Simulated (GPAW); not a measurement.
BN:

```
N B
1.0
     0.00000    1.81300    1.81300
     1.81300    0.00000    1.81300
     1.81300    1.81300    0.00000
N B
1 1
Direct
  0.25000 0.25000 0.25000
  0.00000 0.00000 0.00000
```

The cell is a database's computed one.

- Program: GPAW 26.7.0
- Task: single point
- Functional: PBEsol
- Potentials or basis: PAW data sets generated in the run's folder for this functional
- Cutoff: 800 eV
- Basis: pw
- k mesh: 13 × 13 × 13
- Occupations: fermi-dirac, width 0.05 eV
- Spin: no spin polarisation

On this cell: pressure -7.5 GPa; largest force zero by symmetry; band gap on the k mesh 4.35 eV, indirect (least direct gap 8.73 eV).

The same run follows on a disturbed copy (atoms moved at random, drawn with an rms of 0.05 Å):

```
N B
1.0
     0.00000    1.81300    1.81300
     1.81300    0.00000    1.81300
     1.81300    1.81300    0.00000
N B
1 1
Direct
  0.26768 0.26067 0.22873
  0.97937 0.02168 0.00165
```

Q: What changes?

A: The energy moves by +45.6 meV/atom; pressure -5.3 GPa; largest force 2.284 eV/Å; band gap on the k mesh 3.72 eV, indirect (least direct gap 7.75 eV).

Forces on the atoms (eV/Å):
```
N    1.585 -0.956 -1.339
B   -1.585  0.956  1.339
```

Stress tensor (GPa, compression positive):
```
-5.50 -2.26 -2.57
-2.26 -5.08  2.33
-2.57  2.33 -5.32
```

Caveats: an odd mesh through Γ misses points on the zone boundary, where band edges often lie.
